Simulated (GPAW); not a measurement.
# NiO (Fm-3m) in GPAW: notebook, part 2 of 3

GPAW 26.7.0. Earlier steps stand in the parts before.

### 3 G0W0 quasiparticle levels, PBE+U, collinear spin, ferromagnetic start

File run.py:

```python
import json
import numpy as np
from ase.dft.bandgap import bandgap
from ase.io import read, write
from gpaw import GPAW, PW
from gpaw.response.g0w0 import G0W0

atoms = read('POSCAR')
atoms.set_initial_magnetic_moments([1.0, 0.0])

calc = GPAW(mode=PW(600),
            xc='PBE',
            kpts={'size': (6, 6, 6), 'gamma': True},
            occupations={'name': 'fermi-dirac', 'width': 0.001},
            setups={'Ni': ':d,2.0'},
            nbands=22,
            convergence={'density': 1e-06},
            maxiter=150,
            txt='gpaw.txt')
atoms.calc = calc
energy = atoms.get_potential_energy()
calc.write('gs.gpw')
write('result.traj', atoms)
print(f'Energy: {energy:.6f} eV')
print('Moments:', calc.get_magnetic_moments().round(3))
print('Fermi level:', round(calc.get_fermi_level(), 4), 'eV')
print(f'Gap: {bandgap(calc)[0]:.4f} eV, direct: {bandgap(calc, direct=True)[0]:.4f} eV')

calc.diagonalize_full_hamiltonian(nbands=79)
calc.write('full.gpw', mode='all')

ibz = calc.get_ibz_k_points()
gap, vbm, cbm = bandgap(calc, output=None)
gap, direct, _ = bandgap(calc, direct=True, output=None)
gamma = int(np.abs(ibz).sum(1).argmin())
kpts = sorted({gamma, vbm[1], cbm[1], direct[1]})
gw = G0W0(calc='full.gpw',
          filename='gw',
          ecut=150,
          ecut_extrapolation=True,
          kpts=kpts,
          integrate_gamma='WS',
          bands=(8, 14),
          ppa=True)
gw.calculate()
results = {mode: {key: np.asarray(r[key]).tolist() for key in ['f', 'eps', 'vxc', 'exx', 'sigma', 'Z', 'qp', 'sigma_eskn']}
           for mode, r in gw.all_results.items()}
json.dump({'kpts': ibz[kpts].tolist(), 'results': results}, open('gw.json', 'w'))
for mode, r in results.items():
    f, qp = np.array(r['f']), np.array(r['qp'])
    print(mode, 'quasiparticle energies (eV):')
    print(qp.round(3))
    print(mode, 'gap:', round(qp[f < 0.5].min() - qp[f > 0.5].max(), 4), 'eV')
```

File POSCAR:

```
NiO
1.0
    0.0000000000      2.0859016414      2.0859016414
    2.0859016414      0.0000000000      2.0859016414
    2.0859016414      2.0859016414      0.0000000000
Ni O
1 1
Direct
    0.0000000000      0.0000000000      0.0000000000
    0.5000000000      0.5000000000      0.5000000000
```

Potentials or basis: GPAW PAW data sets (gpaw-data 1.2.1), pw.

Started as:

```sh
$ OMP_NUM_THREADS=1 python run.py
```

gpaw.txt:

```text
__  _  _
 | _ |_)|_||  |
 |__||  | ||/\| - 26.7.0

Input parameters:
  mode=PW(ecut=600.0),
  convergence={'density': 1e-06},
  kpts=MonkhorstPack(size=(6, 6, 6), gamma=True),
  maxiter=150,
  nbands=22,
  occupations=Occupations(name='fermi-dirac', width=0.001),
  setups={'Ni': ':d,2.0'},
  xc=XC(name='PBE')

Diagonalizing LCAO Hamiltonian
Converting LCAO to pw mode

              O

       Ni

Atoms  # Å, Bohr magnetons
|   | symbol |        x |        y |        z |    initial magnetic moments |
|---|--------|----------|----------|----------|-----------------------------|
| 0 |     Ni | 0.000000 | 0.000000 | 0.000000 | ( 0.0000,  0.0000,  1.0000) |
| 1 |      O | 2.085902 | 2.085902 | 2.085902 | ( 0.0000,  0.0000,  0.0000) |

Unit cell  # Å
| periodic |        x |        y |        z |  lengths |    angles |
|----------|----------|----------|----------|----------|-----------|
|      yes | 0.000000 | 2.085902 | 2.085902 | 2.949910 | 60.000000 |
|      yes | 2.085902 | 0.000000 | 2.085902 | 2.949910 | 60.000000 |
|      yes | 2.085902 | 2.085902 | 0.000000 | 2.949910 | 60.000000 |

Number of symmetries: 48
Symmetry operations  # r_c * U_cc + t_c -> r_c
|    | kind |            matrix            |
|----|------|------------------------------|
|  0 |  σ   |  1, 0, 0,  1, 0,-1,  1,-1, 0 |
|  1 |  C2  |  1, 0, 0,  1,-1, 0,  1, 0,-1 |
|  2 |  E   |  1, 0, 0,  0, 1, 0,  0, 0, 1 |
|  3 |  σ   |  1, 0, 0,  0, 0, 1,  0, 1, 0 |
|  4 |  C4  |  1, 0,-1,  1, 0, 0,  1,-1, 0 |
|  5 |  S6  |  1, 0,-1,  1,-1, 0,  1, 0, 0 |
|  6 |  σ   |  1, 0,-1,  0, 1,-1,  0, 0,-1 |
|  7 |  C3  |  1, 0,-1,  0, 0,-1,  0, 1,-1 |
|  8 |  S6  |  1,-1, 0,  1, 0, 0,  1, 0,-1 |
|  9 |  C4  |  1,-1, 0,  1, 0,-1,  1, 0, 0 |
| 10 |  C3  |  1,-1, 0,  0,-1, 1,  0,-1, 0 |
| 11 |  σ   |  1,-1, 0,  0,-1, 0,  0,-1, 1 |
| 12 |  σ   |  0, 1, 0,  1, 0, 0,  0, 0, 1 |
| 13 |  C4  |  0, 1, 0,  0, 1,-1, -1, 1, 0 |
| 14 |  C3  |  0, 1, 0,  0, 0, 1,  1, 0, 0 |
| 15 |  S6  |  0, 1, 0, -1, 1, 0,  0, 1,-1 |
| 16 |  C2  |  0, 1,-1,  1, 0,-1,  0, 0,-1 |
| 17 |  σ   |  0, 1,-1,  0, 1, 0, -1, 1, 0 |
| 18 |  S4  |  0, 1,-1,  0, 0,-1,  1, 0,-1 |
| 19 |  C4  |  0, 1,-1, -1, 1, 0,  0, 1, 0 |
| 20 |  C3  |  0, 0, 1,  1, 0, 0,  0, 1, 0 |
| 21 |  σ   |  0, 0, 1,  0, 1, 0,  1, 0, 0 |
[... 136 lines left out ...]
  Backstep threshold: 4.0
  History deletion threshold: 6.0
  Fourier metric: weight=20.0, sigma=0.015

occupation numbers:
  Fermi-Dirac:
    width: 0.0010  # eV

poisson solver:
  ecut: 4800.0  # eV

xc functional:
  name: PBE with 2 nearest neighbor stencil

convergence criteria:
- Maximum integral of absolute [dens]ity change: 1e-06 electrons / valence electron
- Maximum [total energy] change in last 3 cyles: 0.0005 eV / valence electron
- Maximum integral of absolute [eigenst]ate change: 4e-08 eV^2 / valence electron
maximum number of iterations: 150

SCF iterations
|iter     | |      energy | eigst |  dens |  magmom |
|---------|-|-------------|-------|-------|---------|
|iter:   1| |  -12.257245 | -0.06 |       |  +1.0004|
|iter:   2| |  -12.195467 | -2.48 | -1.11 |  +1.0115|
|iter:   3| |  -12.448899 | -2.27 | -1.15 |  +1.1419|
|iter:   4| |  -12.770373 | -2.54 | -1.38 |  +1.4524|
|iter:   5| |  -12.811253 | -3.13 | -1.56 |  +1.5493|
|iter:   6| |  -12.918896 | -2.71 | -1.54 |  +1.9327|
|iter:   7| |  -12.920699 | -4.40 | -2.22 |  +2.0229|
|iter:   8| |  -12.921851c| -4.29 | -2.55 |  +1.9704|
|iter:   9| |  -12.922369c| -4.52 | -2.61 |  +2.0063|
|iter:  10| |  -12.922383c| -6.76 | -3.42 |  +2.0008|
|iter:  11| |  -12.922383c| -8.10c| -4.14 |  +2.0009|
|iter:  12| |  -12.922383c| -8.14c| -4.22 |  +1.9998|
|iter:  13| |  -12.922383c| -8.05c| -4.79 |  +1.9999|
|iter:  14| |  -12.922383c| -8.79c| -5.34 |  +2.0000|
|iter:  15| |  -12.922383c| -9.35c| -5.72 |  +2.0000|
|iter:  16| |  -12.922383c|-10.41c| -6.75c|  +2.0000|

Converged in 16 steps
Energy contributions relative to reference atoms: (reference = -43408.850748)

Energy contributions:
  Kinetic:          30.548356
  Coulomb:         -25.392106
  Zero:              0.172538
  External:          0.000000
  Xc:              -18.251170
  Entropy:          -0.000000
  Spinorbit:         0.000000
  ----------------------------
  Free energy:     -12.922383
  Extrapolated:    -12.922383

dipole moment: (-8.405778, -8.405778, -8.405778)  # |e|*Ang

Total magnetic moment: (0.000000, 0.000000, 2.000000)

Local magnetic moments
|        x |        y |        z |
|----------|----------|----------|
| 0.000000 | 0.000000 | 1.700470 |  # Ni   0
| 0.000000 | 0.000000 | 0.211178 |  # O    1

Fermi level: 8.184
Eigenvalues  # (at kpt = [0.000, 0.000, 0.000])
| band index |      eig [eV] | occ [0-1] |      eig [eV] | occ [0-1] |
|------------|---------------|-----------|---------------|-----------|
|          0 |       -56.882 |     1.000 |       -54.785 |     1.000 |
|        ... |               |           |               |           |
|          3 |       -12.150 |     1.000 |       -11.714 |     1.000 |
|          4 |         3.596 |     1.000 |         5.318 |     1.000 |
|          5 |         3.596 |     1.000 |         5.318 |     1.000 |
|          6 |         4.352 |     1.000 |         5.318 |     1.000 |
|          7 |         4.352 |     1.000 |         5.785 |     1.000 |
|          8 |         4.352 |     1.000 |         5.785 |     1.000 |
[... 8 lines left out ...]
|         17 |        30.028 |     0.000 |        30.600 |     0.000 |
|         18 |        30.028 |     0.000 |        30.600 |     0.000 |
|        ... |               |           |               |           |
|         21 |        33.271 |     0.000 |        34.746 |     0.000 |

Gap: 0.477 eV
Transition (v -> c):
  (s=0, k=15, n=11, [0.50, 0.50, 0.50]) -> (s=1, k=0, n=10, [0.00, 0.00, 0.00])
Direct/indirect transitions are different
Direct gap: 1.512 eV
Transition at: (s=0->1, k=3, n=11, [0.33, 0.17, 0.17])
# Writing to gs.gpw (mode='')

Matrix size: 620x620
# Writing to full.gpw (mode='all')
```

gw.w.txt:

```text
FrequencyGridDescriptor(from 0.000+0.000j to 0.000+27.211j eV, 2 points)
FrequencyGridDescriptor(from 0.000+0.000j to 0.000+27.211j eV, 2 points)

WARNING:
The current GW implementation cannot handle intraband screening.
This results in poor k-point convergence for metals
BZ k-points: Symmetries present (total): 48

[... 156 lines left out ...]
  13   0.000  25.814  -8.786  -2.433  -6.216  -0.452   0.688  25.908
[... 41 lines left out ...]
k-point 2 (15): (0.500, 0.500, 0.500)                GW
band       f     eps     vxc     exx   sigma  dsigma       Z      qp
                                                                   GW
   8   1.000   6.367 -35.083 -42.522   8.148  -0.379   0.725   6.881
   9   1.000   6.761 -34.576 -42.170   8.209  -0.369   0.730   7.210
  10   0.000  11.189 -32.384 -21.683  -8.517  -0.420   0.704  12.726
  11   0.000  11.189 -32.384 -21.683  -8.517  -0.420   0.704  12.726
  12   0.000  13.760 -13.298  -7.818  -4.962  -0.213   0.824  14.187
  13   0.000  18.663 -20.016 -11.887  -6.820  -0.358   0.736  19.627
```

It took 10 min on 1 thread of Arm Neoverse V2, shared host; peak memory 0.82 GiB.

What came out:

```yaml
Free_energy: -12.9224 eV
Band_gap_on_the_k_mesh_mean-field_level: 0.48 eV, indirect (least direct gap 1.51 eV)
Net_moment: 2.00 μB per cell
Site_moments: Ni +1.70; O +0.21 μB
Quasiparticle_gap: 2.12 eV
Least_direct_quasiparticle_gap: 3.23 eV
```

Levels at points of the mesh, in eV from the valence-band top:
Spin up:
```
           k point  band 8  band 9  band 10  band 11  band 12  band 13  band 14  band 15  band 16  band 17
(0.00, 0.00, 0.00)   -3.58   -3.58    -2.65    -2.65    -2.65     1.66    17.88    18.67    18.67    18.67
(0.50, 0.50, 0.00)   -4.01   -4.01    -3.36    -2.59    -2.59     6.13    10.79    12.07    16.68    16.68
(0.50, 0.50, 0.50)   -2.93   -2.93    -2.16     0.00     0.00     5.65    10.18    14.00    14.00    21.12
```
Spin down:
| k point | band 7 | band 8 | band 9 | band 10 | band 11 | band 12 | band 13 | band 14 |
| --- | --- | --- | --- | --- | --- | --- | --- | --- |
| (0.00, 0.00, 0.00) | -2.61 | -2.14 | -2.14 | -2.14 | 0.48 | 0.48 | 2.04 | 17.79 |
| (0.50, 0.50, 0.00) | -3.55 | -3.55 | -1.53 | -1.53 | 0.96 | 1.51 | 6.68 | 11.15 |
| (0.50, 0.50, 0.50) | -4.41 | -1.56 | -1.56 | -1.17 | 3.26 | 3.26 | 5.83 | 10.73 |

Caveat: the k mesh is coarse (spacing up to 0.43 Å⁻¹), so the values aren't converged; the extrapolation in the response cutoff is poor; the quasiparticle gap is taken among the few k points that were corrected; the long-wavelength limit can be off by several per cent where d states take part; response on these states lacks terms of the Hamiltonian; a cell with one magnetic atom can't hold antiferromagnetic order, which such compounds often take. A k mesh can miss the band edges.

### 4 G0W0 quasiparticle levels, PBE+U, collinear spin, ferromagnetic start

Changes to run.py since step 3:

```diff
@@ -12,3 +12,3 @@
             xc='PBE',
-            kpts={'size': (6, 6, 6), 'gamma': True},
+            kpts={'size': (4, 4, 4), 'gamma': True},
             occupations={'name': 'fermi-dirac', 'width': 0.001},
@@ -28,3 +28,3 @@
 
-calc.diagonalize_full_hamiltonian(nbands=79)
+calc.diagonalize_full_hamiltonian(nbands=58)
 calc.write('full.gpw', mode='all')
@@ -38,8 +38,8 @@
           filename='gw',
-          ecut=150,
+          ecut=120,
           ecut_extrapolation=True,
           kpts=kpts,
-          integrate_gamma='WS',
-          bands=(8, 14),
-          ppa=True)
+          integrate_gamma='reciprocal',
+          bands=(9, 13),
+          mpa={'npoles': 8, 'wrange': [0, 54.4], 'varpi': 27.2, 'eta0': 0.27, 'eta_rest': 2.72, 'alpha': 1})
 gw.calculate()
```

POSCAR is that of step 3.

Potentials or basis: GPAW PAW data sets (gpaw-data 1.2.1), pw.

Started as:

```sh
$ OMP_NUM_THREADS=1 python run.py
```

gpaw.txt:

```text
__  _  _
 | _ |_)|_||  |
 |__||  | ||/\| - 26.7.0

Input parameters:
  mode=PW(ecut=600.0),
  convergence={'density': 1e-06},
  kpts=MonkhorstPack(size=(4, 4, 4), gamma=True),
  maxiter=150,
  nbands=22,
  occupations=Occupations(name='fermi-dirac', width=0.001),
  setups={'Ni': ':d,2.0'},
  xc=XC(name='PBE')

Diagonalizing LCAO Hamiltonian
Converting LCAO to pw mode

              O

       Ni

Atoms  # Å, Bohr magnetons
|   | symbol |        x |        y |        z |    initial magnetic moments |
|---|--------|----------|----------|----------|-----------------------------|
| 0 |     Ni | 0.000000 | 0.000000 | 0.000000 | ( 0.0000,  0.0000,  1.0000) |
| 1 |      O | 2.085902 | 2.085902 | 2.085902 | ( 0.0000,  0.0000,  0.0000) |

Unit cell  # Å
| periodic |        x |        y |        z |  lengths |    angles |
|----------|----------|----------|----------|----------|-----------|
|      yes | 0.000000 | 2.085902 | 2.085902 | 2.949910 | 60.000000 |
|      yes | 2.085902 | 0.000000 | 2.085902 | 2.949910 | 60.000000 |
|      yes | 2.085902 | 2.085902 | 0.000000 | 2.949910 | 60.000000 |

Number of symmetries: 48
Symmetry operations  # r_c * U_cc + t_c -> r_c
|    | kind |            matrix            |
|----|------|------------------------------|
|  0 |  σ   |  1, 0, 0,  1, 0,-1,  1,-1, 0 |
|  1 |  C2  |  1, 0, 0,  1,-1, 0,  1, 0,-1 |
|  2 |  E   |  1, 0, 0,  0, 1, 0,  0, 0, 1 |
|  3 |  σ   |  1, 0, 0,  0, 0, 1,  0, 1, 0 |
|  4 |  C4  |  1, 0,-1,  1, 0, 0,  1,-1, 0 |
|  5 |  S6  |  1, 0,-1,  1,-1, 0,  1, 0, 0 |
|  6 |  σ   |  1, 0,-1,  0, 1,-1,  0, 0,-1 |
|  7 |  C3  |  1, 0,-1,  0, 0,-1,  0, 1,-1 |
|  8 |  S6  |  1,-1, 0,  1, 0, 0,  1, 0,-1 |
|  9 |  C4  |  1,-1, 0,  1, 0,-1,  1, 0, 0 |
| 10 |  C3  |  1,-1, 0,  0,-1, 1,  0,-1, 0 |
| 11 |  σ   |  1,-1, 0,  0,-1, 0,  0,-1, 1 |
| 12 |  σ   |  0, 1, 0,  1, 0, 0,  0, 0, 1 |
| 13 |  C4  |  0, 1, 0,  0, 1,-1, -1, 1, 0 |
| 14 |  C3  |  0, 1, 0,  0, 0, 1,  1, 0, 0 |
| 15 |  S6  |  0, 1, 0, -1, 1, 0,  0, 1,-1 |
| 16 |  C2  |  0, 1,-1,  1, 0,-1,  0, 0,-1 |
| 17 |  σ   |  0, 1,-1,  0, 1, 0, -1, 1, 0 |
| 18 |  S4  |  0, 1,-1,  0, 0,-1,  1, 0,-1 |
| 19 |  C4  |  0, 1,-1, -1, 1, 0,  0, 1, 0 |
| 20 |  C3  |  0, 0, 1,  1, 0, 0,  0, 1, 0 |
| 21 |  σ   |  0, 0, 1,  0, 1, 0,  1, 0, 0 |
| 22 |  S6  |  0, 0, 1,  0,-1, 1, -1, 0, 1 |
| 23 |  C4  |  0, 0, 1, -1, 0, 1,  0,-1, 1 |
| 24 |  S4  |  0, 0,-1,  1, 0,-1,  0, 1,-1 |
| 25 |  C3  |  0, 0,-1,  0, 1,-1,  1, 0,-1 |
[... 133 lines left out ...]
  Fermi-Dirac:
    width: 0.0010  # eV

poisson solver:
  ecut: 4800.0  # eV

xc functional:
  name: PBE with 2 nearest neighbor stencil

convergence criteria:
- Maximum integral of absolute [dens]ity change: 1e-06 electrons / valence electron
- Maximum [total energy] change in last 3 cyles: 0.0005 eV / valence electron
- Maximum integral of absolute [eigenst]ate change: 4e-08 eV^2 / valence electron
maximum number of iterations: 150

SCF iterations
|iter     | |      energy | eigst |  dens |  magmom |
|---------|-|-------------|-------|-------|---------|
|iter:   1| |  -12.353205 | -0.07 |       |  +1.0004|
|iter:   2| |  -12.294712 | -2.49 | -1.07 |  +1.0191|
|iter:   3| |  -12.549485 | -2.25 | -1.11 |  +1.2472|
|iter:   4| |  -12.805737 | -2.59 | -1.47 |  +1.4890|
|iter:   5| |  -12.794864 | -3.25 | -1.65 |  +1.5358|
|iter:   6| |  -12.861597 | -2.30 | -1.53 |  +2.1134|
|iter:   7| |  -12.906102 | -3.26 | -1.88 |  +1.9638|
|iter:   8| |  -12.907876 | -4.29 | -2.39 |  +1.9606|
|iter:   9| |  -12.908387c| -4.85 | -2.56 |  +2.0148|
|iter:  10| |  -12.908425c| -5.83 | -2.93 |  +2.0000|
|iter:  11| |  -12.908424c| -7.89c| -3.88 |  +2.0012|
|iter:  12| |  -12.908424c| -7.87c| -3.98 |  +2.0000|
|iter:  13| |  -12.908424c| -8.32c| -5.11 |  +2.0000|
|iter:  14| |  -12.908424c| -9.55c| -5.65 |  +2.0000|
|iter:  15| |  -12.908424c|-10.32c| -6.33c|  +2.0000|

Converged in 15 steps
Energy contributions relative to reference atoms: (reference = -43408.850748)

Energy contributions:
  Kinetic:          30.596233
  Coulomb:         -25.395413
  Zero:              0.172362
  External:          0.000000
  Xc:              -18.281606
  Entropy:          -0.000000
  Spinorbit:         0.000000
  ----------------------------
  Free energy:     -12.908424
  Extrapolated:    -12.908424

dipole moment: (-8.405222, -8.405222, -8.405222)  # |e|*Ang

Total magnetic moment: (0.000000, 0.000000, 1.999999)

Local magnetic moments
|        x |        y |        z |
|----------|----------|----------|
| 0.000000 | 0.000000 | 1.701151 |  # Ni   0
| 0.000000 | 0.000000 | 0.211893 |  # O    1

Fermi level: 8.205
Eigenvalues  # (at kpt = [0.000, 0.000, 0.000])
| band index |      eig [eV] | occ [0-1] |      eig [eV] | occ [0-1] |
|------------|---------------|-----------|---------------|-----------|
|          0 |       -56.888 |     1.000 |       -54.788 |     1.000 |
|        ... |               |           |               |           |
|          3 |       -12.136 |     1.000 |       -11.701 |     1.000 |
|          4 |         3.589 |     1.000 |         5.313 |     1.000 |
|          5 |         3.589 |     1.000 |         5.313 |     1.000 |
|          6 |         4.348 |     1.000 |         5.313 |     1.000 |
|          7 |         4.348 |     1.000 |         5.802 |     1.000 |
|          8 |         4.348 |     1.000 |         5.802 |     1.000 |
[... 8 lines left out ...]
|         17 |        30.028 |     0.000 |        30.599 |     0.000 |
|         18 |        30.028 |     0.000 |        30.599 |     0.000 |
|        ... |               |           |               |           |
|         21 |        33.273 |     0.000 |        34.748 |     0.000 |

Gap: 0.472 eV
Transition (v -> c):
  (s=0, k=7, n=11, [0.50, 0.50, 0.50]) -> (s=1, k=0, n=10, [0.00, 0.00, 0.00])
Direct/indirect transitions are different
Direct gap: 1.475 eV
Transition at: (s=0->1, k=4, n=11, [0.50, 0.25, 0.25])
# Writing to gs.gpw (mode='')

Matrix size: 620x620
# Writing to full.gpw (mode='all')
```

It took 2.3 min on 1 thread of Arm Neoverse V2, shared host; peak memory 0.43 GiB.

These settings aren't checked as converged: the numbers below hold their error.

Results:

- Free energy: -12.9084 eV
- Band gap on the k mesh, mean-field level: 0.47 eV, indirect (least direct gap 1.47 eV)
- Net moment: 2.00 μB per cell
- Site moments: Ni +1.70; O +0.21 μB
- Quasiparticle gap: 2.46 eV
- Least direct quasiparticle gap: 3.50 eV

Caveat: the k mesh is coarse (spacing up to 0.65 Å⁻¹), so the values aren't converged; the quasiparticle gap is taken among the few k points that were corrected; on this mesh the treatment of q = 0 moves the result by about a tenth of an eV; the k mesh is too small for a converged quasiparticle gap; the long-wavelength limit can be off by several per cent where d states take part; response on these states lacks terms of the Hamiltonian; a cell with one magnetic atom can't hold antiferromagnetic order, which such compounds often take.

(Continued in part 3 of 3.)
